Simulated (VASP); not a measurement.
Wanted: the native input for a VASP 6.6.1 run.

| Item | Value |
| --- | --- |
| Task | density of states |
| Functional | HSE03 |
| Potentials or basis | VASP PAW PBE potentials, release 64 (In_d, P) |
| Cutoff | 520 eV |
| k mesh | 4 × 4 × 4 |
| Occupations | tetrahedron |
| Spin | no spin polarisation |
| Grid for exact exchange (PRECFOCK) | Fast |
| Monkhorst-Pack mesh | yes |
| Further INCAR settings | ALGO = Normal; EDIFF = 1e-07; NBANDS = 16 |

The system is InP.

```
In P
1.0
     0.00000    2.96906    2.96906
     2.96906    0.00000    2.96906
     2.96906    2.96906    0.00000
In P
1 1
Direct
  0.00000 0.00000 0.00000
  0.75000 0.75000 0.75000
```

The cell isn't the ideal one: volume scaled by 1.04.

One way to write it, as run:

POSCAR

```
InP
1.0
    0.0000000000      2.9690636329      2.9690636329
    2.9690636329      0.0000000000      2.9690636329
    2.9690636329      2.9690636329      0.0000000000
In P
1 1
Direct
    0.0000000000      0.0000000000      0.0000000000
    0.7500000000      0.7500000000      0.7500000000
```

INCAR.step1

```
SYSTEM = InP
ALGO = Normal
EDIFF = 1E-5
ENCUT = 520
GGA = PE
ISIF = 2
ISMEAR = 2
LASPH = .TRUE.
LCHARG = .FALSE.
LREAL = .FALSE.
LWAVE = .TRUE.
NBANDS = 16
NELM = 60
PREC = Accurate
SIGMA = 0.1
```

INCAR.step2

```
SYSTEM = InP
ALGO = Normal
EDIFF = 1E-7
ENCUT = 520
GGA = PE
HFSCREEN = 0.3
ISIF = 2
ISMEAR = -5
ISTART = 1
LASPH = .TRUE.
LCHARG = .FALSE.
LHFCALC = .TRUE.
LORBIT = 11
LREAL = .FALSE.
LWAVE = .FALSE.
NBANDS = 16
NEDOS = 1001
NELM = 60
PREC = Accurate
PRECFOCK = Fast
SIGMA = 0.1
```

KPOINTS

```
k-points
0
Monkhorst
  4 4 4
  0 0 0
```

Potentials or basis: VASP PAW PBE potentials, release 64 (In_d, P).

The run is started by

```console
$ cat potpaw_PBE.64/In_d/POTCAR potpaw_PBE.64/P/POTCAR > POTCAR
$ cp INCAR.step1 INCAR
$ mpirun -np 1 vasp_std > vasp.out
$ cp INCAR.step2 INCAR
$ mpirun -np 1 vasp_std > vasp.out
```

It gave:

```yaml
Pressure: -1.1 GPa
Valence_electrons_inside_the_program's_atomic_spheres: In 11.49; P 2.52
```

Caveat: the k mesh is coarse (spacing up to 0.46 Å⁻¹), so the values aren't converged, least of all with exact exchange; the PAW data sets were made with another functional, which shifts forces and pressure a little.

Wall time 14 min on 1 thread of AMD EPYC 9R14 (Zen 4), on a shared host, peak memory 0.26 GiB.
